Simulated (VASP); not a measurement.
# Zr (P6_3/mmc) in VASP: a series of runs

One crystal, Zr, is run at these levels: AM05, LDA; tasks: relaxation of cell and atoms.

Everything below comes from runs of VASP 6.6.1. Logs are shortened: lines on timing, memory, paths and dates and some standing lists are left out, and cuts for length are marked.

**1. The structure**

It takes space group P6_3/mmc (No. 194, hexagonal). Conventional cell: a = 3.232 Å, b = 3.232 Å, c = 5.147 Å, α = 90.00°, β = 90.00°, γ = 120.00°. Zr (site symmetry -6m2) has 12 Zr at 3.18 to 3.23 Å as nearest neighbours.

**2. Relaxation of cell and atoms, AM05**

INCAR

```
SYSTEM = Zr
PREC = Accurate
ENCUT = 600
EDIFF = 1E-7
ISMEAR = 1
SIGMA = 0.1
LREAL = .FALSE.
LASPH = .TRUE.
NELM = 80
ALGO = Normal
ISIF = 3
LWAVE = .FALSE.
LCHARG = .FALSE.
GGA = AM
IBRION = 2
NSW = 60
EDIFFG = -0.01
```

KPOINTS

```
Automatic mesh
0
G
  9 9 5
  0 0 0
```

POSCAR

```
Zr
1.0
    3.2320000000      0.0000000000      0.0000000000
   -1.6160000000      2.7989941050      0.0000000000
    0.0000000000      0.0000000000      5.1470000000
Zr
2
Direct
    0.6666666667      0.3333333333      0.7500000000
    0.3333333333      0.6666666667      0.2500000000
```

Potentials or basis: VASP PAW PBE potentials, release 64 (Zr_sv).

Run with:

```
$ cat potpaw_PBE.64/Zr_sv/POTCAR > POTCAR
$ mpirun -np 1 vasp_std > vasp.out
```

OUTCAR:

```text
SYSTEM = Zr
   PREC = Accurate
   ENCUT = 600
   EDIFF = 1E-7
   ISMEAR = 1
   LREAL = .FALSE.
   LASPH = .TRUE.
   NELM = 80
   ISIF = 3
   GGA = AM
   IBRION = 2
   NSW = 60
   EDIFFG = -0.01

 ion  position               nearest neighbor table
   1  0.667  0.333  0.750-   2 3.18   2 3.18   2 3.18   2 3.18   2 3.18   2 3.18
   2  0.333  0.667  0.250-   1 3.18   1 3.18   1 3.18   1 3.18   1 3.18   1 3.18

  LATTYP: Found a hexagonal cell.
 ALAT       =     3.2320000000
 C/A-ratio  =     1.5925123762

  Lattice vectors:

 A1 = (   3.2320000000,   0.0000000000,   0.0000000000)
 A2 = (  -1.6160000000,   2.7989941050,   0.0000000000)
 A3 = (   0.0000000000,   0.0000000000,   5.1470000000)

Analysis of symmetry for initial positions (statically):
=====================================================================
 Subroutine PRICEL returns:
 Original cell was already a primitive cell.

 Routine SETGRP: Setting up the symmetry group for a
 hexagonal supercell.

 Subroutine GETGRP returns: Found 24 space group operations
 (whereof 12 operations were pure point group operations)
 out of a pool of 24 trial point group operations.

The static configuration has the point symmetry D_3d.
 The point group associated with its full space group is D_6h.

Analysis of symmetry for dynamics (positions and initial velocities):
=====================================================================
 Subroutine PRICEL returns:
 Original cell was already a primitive cell.

 Routine SETGRP: Setting up the symmetry group for a
 hexagonal supercell.

 Subroutine GETGRP returns: Found 24 space group operations
 (whereof 12 operations were pure point group operations)
 out of a pool of 24 trial point group operations.

The dynamic configuration has the point symmetry D_3d.
 The point group associated with its full space group is D_6h.

 Subroutine INISYM returns: Found 24 space group operations
 (whereof 12 operations are pure point group operations),
 and found     1 'primitive' translations

----------------------------------------------------------------------------------------

                                     Primitive cell

  volume of cell :      46.5616

  direct lattice vectors                    reciprocal lattice vectors
     3.232000000  0.000000000  0.000000000     0.309405941  0.178635603  0.000000000
    -1.616000000  2.798994105  0.000000000     0.000000000  0.357271206  0.000000000
     0.000000000  0.000000000  5.147000000     0.000000000  0.000000000  0.194287935

  length of vectors
     3.232000000  3.232000000  5.147000000     0.357271206  0.357271206  0.194287935

  position of ions in fractional coordinates (direct lattice)
     0.666666667  0.333333333  0.750000000
     0.333333333  0.666666667  0.250000000

  ion indices of the primitive-cell ions
   primitive index   ion index
                 1           1
                 2           2

----------------------------------------------------------------------------------------

 KPOINTS: Automatic mesh

Automatic generation of k-mesh.
 Grid dimensions read from file:
 generate k-points for:    9    9    5

 Generating k-lattice:

  Cartesian coordinates                     Fractional coordinates (reciprocal lattice)
     0.034378438  0.019848400  0.000000000     0.111111111  0.000000000  0.000000000
     0.000000000  0.039696801  0.000000000     0.000000000  0.111111111  0.000000000
     0.000000000  0.000000000  0.038857587     0.000000000  0.000000000  0.200000000

  Length of vectors
     0.039696801  0.039696801  0.038857587

  Shift w.r.t. Gamma in fractional coordinates (k-lattice)
     0.000000000  0.000000000  0.000000000

 Subroutine IBZKPT returns following result:
 ===========================================

 Found     36 irreducible k-points:

 Following reciprocal coordinates:
            Coordinates               Weight
  0.000000  0.000000  0.000000      1.000000
  0.111111  0.000000  0.000000      6.000000
  0.222222  0.000000  0.000000      6.000000
  0.333333  0.000000  0.000000      6.000000
  0.444444  0.000000  0.000000      6.000000
  0.111111  0.111111  0.000000      6.000000
[... 16 lines left out ...]
  0.333333  0.222222  0.200000     24.000000
  0.333333  0.333333  0.200000      4.000000
 [... further k-points ...]
   k-points           NKPTS =     36   k-points in BZ     NKDIM =     36   number of bands    NBANDS=     16
   number of dos      NEDOS =    301   number of ions     NIONS =      2
   total plane-waves  NPLWV =  32928
   dimension x,y,z NGX =    28 NGY =   28 NGZ =   42
   dimension x,y,z NGXF=    56 NGYF=   56 NGZF=   84
   ions per type =               2
   NGX,Y,Z   is equivalent  to a cutoff of  14.40, 14.40, 13.57 a.u.
   NGXF,Y,Z  is equivalent  to a cutoff of  28.80, 28.80, 27.13 a.u.
 SYSTEM =  Zr
   PREC   = accura    normal or accurate (medium, high low for compatibility)
   ISTART =      0    job   : 0-new  1-cont  2-samecut
   ICHARG =      2    charge: 1-file 2-atom 10-const
   ISPIN  =      1    spin polarized calculation?
   LNONCOLLINEAR =      F non collinear calculations
   LSORBIT =      F    spin-orbit coupling
   LASPH  =      T    aspherical Exc in radial PAW
   ENCUT  =  600.0 eV  44.10 Ry    6.64 a.u.   6.46  6.46 10.28*2*pi/ulx,y,z
   NELM   =     80;   NELMIN=  2; NELMDL= -5     # of ELM steps
   EDIFF  = 0.1E-06   stopping-criterion for ELM
   LREAL  =      F    real-space projection
   EDIFFG = -.1E-01   stopping-criterion for IOM
   NSW    =     60    number of steps for IOM
   IBRION =      2    ionic relax: 0-MD 1-quasi-New 2-CG
   NFREE  =      1    steps in history (QN), initial steepest desc. (CG)
   ISIF   =      3    stress and relaxation
   ISYM   =      2    0-nonsym 1-usesym 2-fastsym
   POTIM  = 0.5000    time-step for ionic-motion
   TEBEG  =    0.0;   TEEND  =   0.0 temperature during run
   PSTRESS=    0.0 pullay stress
   NELECT =      24.0000    total number of electrons
   NUPDOWN=      -1.0000    fix difference up-down
   EMIN   =  10.00;   EMAX   =-10.00  energy-range for DOS
   EFERMI =   0.00;   METHOD = LEGACY
   ISMEAR =     1;   SIGMA  =   0.10  broadening in eV -4-tet -1-fermi 0-gaus
   EFERMI_NEDOS =   21; number of points for ismear=-14 and -15
   IALGO  =     38    algorithm
   IMIX   =      4    mixing-type and parameters
     AMIX     =   0.40;   BMIX     =  1.00
     AMIX_MAG =   1.60;   BMIX_MAG =  1.00
  volume/ion in A,a.u.               =      23.28       157.11
  Fermi-wavevector in a.u.,A,eV,Ry     =   1.312611  2.480475 23.442130  1.722948
  Thomas-Fermi vector in A             =   2.442991
   LORBIT       =      0    0 simple, 1 ext, 2 COOP (PROOUT), +10 PAW based schemes
   GGA     = AM    functional components
   LHFCALC =     F    Hartree Fock is set to
   AEXX    =    0.0000 exact exchange contribution
   IVDW    =     0    specifies the selected vdW correction
   LEPSILON=     F    determine dielectric tensor
   LRPA    =     F    only Hartree local field effects (RPA)
 conjugate gradient relaxation of ions
 non-spin polarized calculation
 Methfessel and Paxton  Order N= 1 SIGMA  =   0.10
  energy-cutoff  :      600.00
  volume of cell :       46.56
 maximum number of plane-waves:      1572
 NGX is ok and might be reduce to    28
   NGX = 13   NGY = 13   NGZ = 21

--------------------------------------- Ionic step        1  -------------------------------------------

 number of electron      24.0000000 magnetization

 Free energy of the ion-electron system (eV)
  ---------------------------------------------------
  ext. energy  EPLUGINS =         0.00000000
  ---------------------------------------------------
  free energy    TOTEN  =       -17.67426792 eV

  energy without entropy =      -17.67309705  energy(sigma->0) =      -17.67387763

------------------------ aborting loop because EDIFF is reached ----------------------------------------

  FORCE on cell =-STRESS in cart. coord.  units (eV):
  Direction    XX          YY          ZZ          XY          YZ          ZX
  --------------------------------------------------------------------------------------
  -------------------------------------------------------------------------------------
  Total       -0.9672045     -0.9672045     -0.6664760      0.0000000     -0.0000000      0.0000000
  in kB      -33.2813862    -33.2813862    -22.9333535      0.0000000     -0.0000000      0.0000000
  external PRESSURE =     -29.8320420 kB  Pullay stress =       0.0000000 kB

 VOLUME and BASIS-vectors are now :
 -----------------------------------------------------------------------------
  energy-cutoff  :      600.00
  volume of cell :       46.56
      direct lattice vectors                 reciprocal lattice vectors
     3.232000000  0.000000000  0.000000000     0.309405941  0.178635603  0.000000000
    -1.616000000  2.798994105  0.000000000     0.000000000  0.357271206  0.000000000
     0.000000000  0.000000000  5.147000000     0.000000000  0.000000000  0.194287935
[... 109 lines left out ...]
 POSITION                                       TOTAL-FORCE (eV/Angst)
 -----------------------------------------------------------------------------------
      1.59335      0.91992      3.84299         0.000000      0.000000      0.000000
     -0.00000      1.83984      1.28100        -0.000000     -0.000000      0.000000
 -----------------------------------------------------------------------------------
    total drift:                               -0.000000      0.000000     -0.000000

  FREE ENERGIE OF THE ION-ELECTRON SYSTEM (eV)
  ---------------------------------------------------
  free  energy   TOTEN  =       -17.6897496481 eV

  energy  without entropy=      -17.6882074026  energy(sigma->0) =      -17.68923557

--------------------------------------- Ionic step        5  -------------------------------------------

 number of electron      24.0000000 magnetization

 Free energy of the ion-electron system (eV)
  ---------------------------------------------------
  ext. energy  EPLUGINS =         0.00000000
  ---------------------------------------------------
  free energy    TOTEN  =       -17.68986469 eV

  energy without entropy =      -17.68854512  energy(sigma->0) =      -17.68942483

 E-fermi :   9.2611     XC(G=0): -11.3302

 val. band max:        9.2358423346   @ k =   0.1111   0.0000   0.4000
 cond. band min:       9.2690490508   @ k =   0.3333   0.3333   0.4000
 fundamental gap:      0.0332067162
 Fermi energy:         9.2610569524

 k-point     1 :       0.0000    0.0000    0.0000
  band No.  band energies     occupation
      1     -39.4199      2.00000
      2     -39.2499      2.00000
      3     -18.0337      2.00000
      4     -17.0655      2.00000
      5     -17.0655      2.00000
      6     -16.9369      2.00000
[... 8 lines left out ...]
     15      10.8365     -0.00000
     16      10.8365     -0.00000
[... 419 lines left out ...]
 k-point    24 :       0.3333    0.3333    0.2000
  band No.  band energies     occupation
      1     -39.2198      2.00000
      2     -39.2198      2.00000
      3     -17.6808      2.00000
      4     -17.6638      2.00000
      5     -17.6638      2.00000
      6     -17.4039      2.00000
[... 8 lines left out ...]
     15      11.0083     -0.00000
     16      13.0439      0.00000

 [... further k-points ...]

------------------------ aborting loop because EDIFF is reached ----------------------------------------

  FORCE on cell =-STRESS in cart. coord.  units (eV):
  Direction    XX          YY          ZZ          XY          YZ          ZX
  --------------------------------------------------------------------------------------
  -------------------------------------------------------------------------------------
  Total       -0.0031801     -0.0031801     -0.0010506      0.0000000     -0.0000000     -0.0000000
  in kB       -0.1130577     -0.1130577     -0.0373510      0.0000000     -0.0000000     -0.0000000
  external PRESSURE =      -0.0878222 kB  Pullay stress =       0.0000000 kB

 VOLUME and BASIS-vectors are now :
 -----------------------------------------------------------------------------
  energy-cutoff  :      600.00
  volume of cell :       45.07
      direct lattice vectors                 reciprocal lattice vectors
     3.183166199  0.000000000 -0.000000000     0.314152620  0.181376099 -0.000000000
    -1.591583100  2.756702793 -0.000000000    -0.000000000  0.362752199 -0.000000000
     0.000000000  0.000000000  5.135794757    -0.000000000  0.000000000  0.194711831

 POSITION                                       TOTAL-FORCE (eV/Angst)
 -----------------------------------------------------------------------------------
      1.59158      0.91890      3.85185        -0.000000     -0.000000      0.000000
     -0.00000      1.83780      1.28395         0.000000      0.000000      0.000000
 -----------------------------------------------------------------------------------
    total drift:                               -0.000000      0.000000     -0.000000

  FREE ENERGIE OF THE ION-ELECTRON SYSTEM (eV)
  ---------------------------------------------------
  free  energy   TOTEN  =       -17.6898646891 eV

  energy  without entropy=      -17.6885451188  energy(sigma->0) =      -17.68942483

 reached required accuracy - stopping structural energy minimisation
```

It took 54 s on 1 thread of Intel Xeon 6975P-C (Granite Rapids), shared host; peak memory 0.19 GiB.

Results:

```
Free energy                            : -17.6899 eV
Relaxed volume                         : 22.53 Å³/atom
Relaxed cell                           : a = 3.183 Å, b = 3.183 Å, c = 5.136 Å, α = 90.00°, β = 90.00°, γ = 120.00°
Space group after relaxing (to 0.05 Å) : P6_3/mmc (No. 194)
Energy gained by relaxing              : 7.8 meV/atom
Ionic steps                            : 5
Pressure after relaxing                : 0.0 GPa
Band gap on the k mesh                 : none (metal or under the smearing width)
```

Step by step:
```
step  energy change (eV)  largest force (eV/Å)  pressure (GPa)  volume (Å³)
   1              0.0000                0.0000           -2.98        46.56
   2             -0.0020                0.0000            3.17        43.70
   3             -0.0148                0.0000            0.06        45.06
   4             -0.0155                0.0000            0.02        45.06
   5             -0.0156                0.0000           -0.01        45.07
```

Final structure:
```xyz
2
Lattice="3.1832 0.0000 0.0000 -1.5916 2.7567 0.0000 0.0000 0.0000 5.1358" Properties=species:S:1:pos:R:3 pbc="T T T"
Zr    1.5916    0.9189    3.8518
Zr    0.0000    1.8378    1.2839
```

Caveat: the PAW data sets were made with another functional, which shifts forces and pressure a little.

**3. Relaxation of cell and atoms, LDA**

INCAR

```
PREC = Accurate
ENCUT = 600
EDIFF = 1E-6
ISMEAR = -1
SIGMA = 0.05
LREAL = F
LASPH = T
NELM = 80
ALGO = Normal
ISIF = 3
LWAVE = F
LCHARG = F
GGA = CA
IBRION = 2
NSW = 60
EDIFFG = -0.005
```

KPOINTS

```
regular mesh
0
Gamma
  8 8 4
```

POSCAR is that of step 2.

Potentials or basis: VASP PAW LDA potentials, release 64 (Zr_sv).

Run with:

```
$ cat potpaw_LDA.64/Zr_sv/POTCAR > POTCAR
$ mpirun -np 1 vasp_std > vasp.out
```

Wall time 1.8 min (1 thread of Intel Xeon Platinum 8375C at 2.90GHz (Ice Lake), shared host); peak memory 0.17 GiB.

It converged, with:

- Free energy: -18.5925 eV
- Relaxed volume: 21.93 Å³/atom
- Relaxed cell: a = 3.162 Å, b = 3.162 Å, c = 5.063 Å, α = 90.00°, β = 90.00°, γ = 120.00°
- Space group after relaxing (to 0.05 Å): P6_3/mmc (No. 194)
- Energy gained by relaxing: 25.1 meV/atom
- Ionic steps: 11
- Pressure after relaxing: 0.0 GPa
- Band gap on the k mesh: none (metal or under the smearing width)

The path:
| step | energy change (eV) | largest force (eV/Å) | pressure (GPa) | volume (Å³) |
| --- | --- | --- | --- | --- |
| 1 | 0.0000 | 0.0000 | -5.72 | 46.56 |
| 2 | 0.0075 | 0.0000 | 7.15 | 41.19 |
| 3 | -0.0500 | 0.0000 | -0.06 | 43.89 |
| 4 | -0.0500 | 0.0000 | 0.06 | 43.84 |
| 5 | -0.0502 | 0.0000 | 0.05 | 43.84 |
| 6 | -0.0502 | 0.0000 | 0.05 | 43.83 |
| 7 | -0.0502 | 0.0000 | 0.05 | 43.83 |
| 8 | -0.0502 | 0.0000 | 0.05 | 43.83 |
| 9 | -0.0502 | 0.0000 | 0.05 | 43.83 |
| 10 | -0.0502 | 0.0000 | -0.05 | 43.87 |
| 11 | -0.0502 | 0.0000 | 0.00 | 43.85 |

Final structure:
```
CELL_PARAMETERS angstrom
3.16228 0.00000 0.00000
-1.58114 2.73862 0.00000
0.00000 0.00000 5.06343
ATOMIC_POSITIONS crystal
Zr 0.66667 0.33333 0.75000
Zr 0.33333 0.66667 0.25000
```

Levels at points of the mesh, in eV from the Fermi level:
```
           k point  band 10  band 11  band 12  band 13  band 14  band 15
(0.00, 0.00, 0.00)    -3.25     0.79     0.79     0.91     1.42     1.53
(0.50, 0.00, 0.00)    -2.64    -2.38    -0.05     0.46     0.77     1.48
(0.00, 0.00, 0.50)    -4.00    -0.03    -0.03     0.70     0.70     0.70
(0.50, 0.00, 0.50)    -3.10    -1.25    -1.25     1.88     1.88     2.27
```

**4. For comparison**

An earlier run on the cell as given: functional PBEsol; potentials or basis VASP PAW PBE potentials, release 64 (Zr_sv); cutoff 520 eV; k mesh 9 × 9 × 5; occupations fermi-dirac, width 0.05 eV; no spin polarisation.

- Pressure: -3.2 GPa
- Band gap on the k mesh: none (metal or under the smearing width)

**5. The runs side by side**

```csv
task,level,potentials or basis,cell,k mesh,cutoff (eV),smearing,ladder,gap on the mesh (eV),pressure (GPa),relaxed volume (Å³/atom)
relaxation of cell and atoms,AM05,"VASP PAW PBE potentials, release 64 (Zr_sv)",relaxed,9 × 9 × 5,600,methfessel-paxton 0.1 eV,-,none,0.0,22.53
relaxation of cell and atoms,LDA,"VASP PAW LDA potentials, release 64 (Zr_sv)",relaxed,8 × 8 × 4,600,fermi-dirac 0.05 eV,gaps,none,0.0,21.93
single point,PBEsol,"VASP PAW PBE potentials, release 64 (Zr_sv)",as given,9 × 9 × 5,520,fermi-dirac 0.05 eV,free,none,-3.2,-
```

Alike in all rows: no spin polarisation.

Caveats: the PAW data sets were made with another functional, which shifts forces and pressure a little (some runs).

Total energies depend on the potentials used, so only differences within one code and one set of settings carry meaning.
